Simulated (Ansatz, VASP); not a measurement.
**SiO2 in VASP and in Ansatz**

```
Si O
1.0
     5.10579    0.00000    0.00000
    -2.55290    4.42174    0.00000
     0.00000    0.00000    5.58505
Si O
3 6
Direct
  0.00000 0.50000 0.33333
  0.50000 0.50000 0.66667
  0.50000 0.00000 0.00000
  0.79194 0.58388 0.50000
  0.20806 0.41612 0.50000
  0.79194 0.20806 0.16667
  0.20806 0.79194 0.16667
  0.41612 0.20806 0.83333
  0.58388 0.79194 0.83333
```

Alike in both runs: functional PBE; k mesh 6 × 6 × 4; occupations gaussian, width 0.02 eV; no spin polarisation.

Ansatz relaxed the structure, and its values are those at the end. VASP's run is a single point on that final structure, the one shown.

|  | VASP | Ansatz |
| --- | --- | --- |
| version | VASP 6.6.1 | Ansatz 0.2.0 |
| potentials or method | VASP PAW PBE potentials, release 64 (Si, O) | scalar-relativistic, plane waves, PAW |
| plane-wave cutoff (eV) | 520 | 420 |
| valence electrons in the cell | 48 | 48 |

VASP gave:

- gap on the k mesh at the Fermi level (eV): 5.55
- least direct gap on the mesh (eV): 5.73
- pressure (GPa): 0.1
- rms of the force components (eV/Å): 0.005

Q: Which values does Ansatz return?

A: gap on the k mesh at the Fermi level (eV): 5.55; least direct gap on the mesh (eV): 5.73; pressure (GPa): 0.0; rms of the force components (eV/Å): 0.001.

A k mesh can miss the band edges. PBE gaps usually lie below the measured ones, often by a third to a half.
